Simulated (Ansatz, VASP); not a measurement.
# MnS: VASP beside Ansatz

INCAR

```
SYSTEM = MnS
  PREC = Accurate
  ENCUT = 520
  EDIFF = 1E-7
  ISMEAR = -5
  SIGMA = 0.1
  LREAL = .FALSE.
  LASPH = .TRUE.
  NELM = 150
  ALGO = Normal
  ISIF = 2
  LWAVE = .FALSE.
  LCHARG = .FALSE.
  ISPIN = 2
  MAGMOM = 4 0
  LORBIT = 11
  LMAXMIX = 4
  LDAU = .TRUE.
  LDAUTYPE = 2
  LDAUL = 2 -1
  LDAUU = 4 0
  LDAUJ = 0 0
  LDAUPRINT = 1
  GGA = RE
  NBANDS = 20
```

KPOINTS

```
Automatic mesh
0
G
  9 9 9
  0 0 0
```

Contents of POSCAR:

```
MnS
1.0
    0.0000000000      2.5870196075      2.5870196075
    2.5870196075      0.0000000000      2.5870196075
    2.5870196075      2.5870196075      0.0000000000
Mn S
1 1
Direct
    0.0000000000      0.0000000000      0.0000000000
    0.5000000000      0.5000000000      0.5000000000
```

File input.yaml:

```yaml
crystal:
  lattice:
    - [0.0, 2.5870196075, 2.5870196075]
    - [2.5870196075, 0.0, 2.5870196075]
    - [2.5870196075, 2.5870196075, 0.0]
  atoms:
    - { symbol: Mn, position: [0.0, 0.0, 0.0], spin: 4.0 }
    - { symbol: S, position: [0.5, 0.5, 0.5] }
hamiltonian:
  xc: revpbe
  pseudopotentials: { kind: paw, source: jth }
  hubbard: { sites: [{ species: Mn, l: d, u_eff: 4.0 }], projectors: atomic }
magnetization:
  spin_polarized: true
kpoints:
  mp_grid: { grid: [9, 9, 9] }
scf:
  occupations: { method: tetrahedron }
output:
  forces: true
  stress: true
  write_density: true
  write_potential: true
  elf: true
  volumetric_format: npy
```

Alike in both runs: task single point; functional revPBE; k mesh 9 × 9 × 9; occupations tetrahedron; collinear spin; Hubbard terms Mn d U = 4.0 eV.

```csv
,VASP,Ansatz
version,VASP 6.6.1,Ansatz 0.2.0
potentials or method,"VASP PAW PBE potentials, release 64 (Mn_pv, S)",JTH PAW
plane-wave cutoff (eV),520,1290
valence electrons in the cell,19,21
```

|  | VASP | Ansatz | Ansatz less VASP |
| --- | --- | --- | --- |
| gap on the k mesh at the Fermi level (eV) | 0.60 | 0.82 | +0.217 |
| least direct gap on the mesh (eV) | 2.69 | 1.81 | -0.880 |
| pressure (GPa) | 8.6 | 11.2 | +2.68 |
| net moment per atom (μB) | 2.50 | 2.50 | 0.000 |
| size of the moment on the site where the two differ most (μB) | 4.60 | 4.48 | -0.120 |

Site moments also hang on the region over which each program counts them. The programs project onto different local orbitals, so the same U acts differently. The two sets of potentials don't hold the same shells in valence.

Caveats: a cell with one magnetic atom can't hold antiferromagnetic order, which such compounds often take; the PAW data sets were made with another functional, which shifts forces and pressure a little (VASP); an odd mesh through Γ misses points on the zone boundary, where band edges often lie (VASP); the magnetic or orbital state may not be the lowest (Ansatz); odd divisions of the mesh miss points on the zone boundary, where band edges often lie, so the gap on the mesh can be too wide (Ansatz); with tetrahedron occupations forces and stress needn't match the slope of the energy (Ansatz). The state reached can hang on the start; a lower one may exist.
